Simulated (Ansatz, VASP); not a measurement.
HfN: VASP beside Ansatz

File POSCAR:

```
HfN
1.0
    0.0000000000      2.2558601243      2.2558601243
    2.2558601243      0.0000000000      2.2558601243
    2.2558601243      2.2558601243      0.0000000000
Hf N
1 1
Direct
    0.0000000000      0.0000000000      0.0000000000
    0.5000000000      0.5000000000      0.5000000000
```

File INCAR.step1:

```
SYSTEM = HfN
PREC = Accurate ; ENCUT = 520
ISMEAR = 0 ; SIGMA = 0.1
LREAL = .False. ; LASPH = .True.
NELM = 80 ; NBANDS = 14
GGA = PE ; ALGO = Normal
EDIFF = 1E-4 ; LWAVE = .True.
LCHARG = .False.
```

File INCAR.step2:

```
SYSTEM = HfN
PREC = Accurate ; ENCUT = 520
EDIFF = 1E-6 ; ISMEAR = 0
SIGMA = 0.1 ; LREAL = .False.
LASPH = .True. ; NELM = 80
ALGO = Normal ; ISIF = 2
LWAVE = .False. ; LCHARG = .False.
METAGGA = R2SCAN ; LMIXTAU = .True.
NBANDS = 14 ; ISTART = 1
```

Contents of KPOINTS:

```
regular mesh
0
Gamma
  8 8 8
  0 0 0
```

Input for Ansatz:

```yaml
crystal:
  lattice:
    - [0.0, 2.2558601243, 2.2558601243]
    - [2.2558601243, 0.0, 2.2558601243]
    - [2.2558601243, 2.2558601243, 0.0]
  atoms:
    - { symbol: Hf, position: [0.0, 0.0, 0.0] }
    - { symbol: "N", position: [0.5, 0.5, 0.5] }
basis:
  ecutwfc: 500
kpoints:
  mp_grid: { grid: [8, 8, 8] }
hamiltonian:
  xc: r2scan
scf:
  occupations: { method: gaussian, width: 0.1 }
output:
  forces: true
  stress: true
  eigenvalues: true
```

The cell is a database's computed one.

Alike in both runs: task single point; functional r2SCAN; k mesh 8 × 8 × 8; occupations gaussian, width 0.1 eV; no spin polarisation.

|  | VASP | Ansatz |
| --- | --- | --- |
| version | VASP 6.6.1 | Ansatz 0.2.0 |
| potentials or method | VASP PAW PBE potentials, release 64 (Hf_pv, N) | scalar-relativistic, plane waves, PAW |
| plane-wave cutoff (eV) | 520 | 500 |
| valence electrons in the cell | 15 | 31 |

|  | VASP | Ansatz | Ansatz less VASP |
| --- | --- | --- | --- |
| gap on the k mesh at the Fermi level (eV) | none | none | - |
| pressure (GPa) | 0.1 | 2.9 | +2.71 |

A gap of «none» marks a metal or a gap that the smearing closes. The two sets of potentials don't hold the same shells in valence.

Caveats: the PAW data sets were made with another functional, which shifts forces and pressure a little (VASP). The runs have no spin-orbit coupling, so splittings on Hf are missing.
